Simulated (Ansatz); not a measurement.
A run of Ansatz 0.2.0 is set up as follows.

File input.yaml:

```yaml
crystal:
  lattice:
    - [0.0, 2.87015, 2.87015]
    - [2.87015, 0.0, 2.87015]
    - [2.87015, 2.87015, 0.0]
  atoms:
    - { symbol: Ag, position: [0.0, 0.0, 0.0] }
    - { symbol: Br, position: [0.5, 0.5, 0.5] }
kpoints:
  mp_grid: { grid: [8, 8, 8] }
scf:
  occupations: { method: fixed }
hamiltonian:
  xc: pbesol
  pseudopotentials: { kind: all_electron, datasets: crystal }
output: {}
dielectric: {}
```

Potentials or basis: all-electron PAW datasets made for the crystal.

The run is started by

```console
$ ansatz run input.yaml --threads 1 --pin off --max-ram 3072MiB --backend cpu --events-out ev --progress --plain --runs-dir out
```

Problem. Predict the electronic dielectric tensor (diagonal).

Solution. 6.37.

Problem. Predict the Born charges (mean of the diagonal).

Solution. Ag +1.53; Br -1.53 e.

Problem. What does it give for the band gap on the k mesh?

Solution. 0.50 eV, indirect (least direct gap 2.45 eV).

Born effective charge tensors (e):
atom 1, Ag
```
1.53 0.00 0.00
0.00 1.53 0.00
0.00 0.00 1.53
```
atom 2, Br
```
-1.53  0.00  0.00
 0.00 -1.53  0.00
 0.00  0.00 -1.53
```

Caveat: the gap is small at this level, which inflates the dielectric constant; the program warned that the printed levels may be off, so bands, gaps and densities of states are rough.

**Measured values to compare with.**

From a printed reference work, monograph, for a bulk crystal of AgBr: high-frequency dielectric constant 4.62.

Measured high-frequency dielectric constant of AgBr: 4.62 (a printed reference work, monograph). This calculation gives 6.37 (+37.8 %). So large a miss can be the level of theory's own, or it may mean another phase, state or a wrong row.
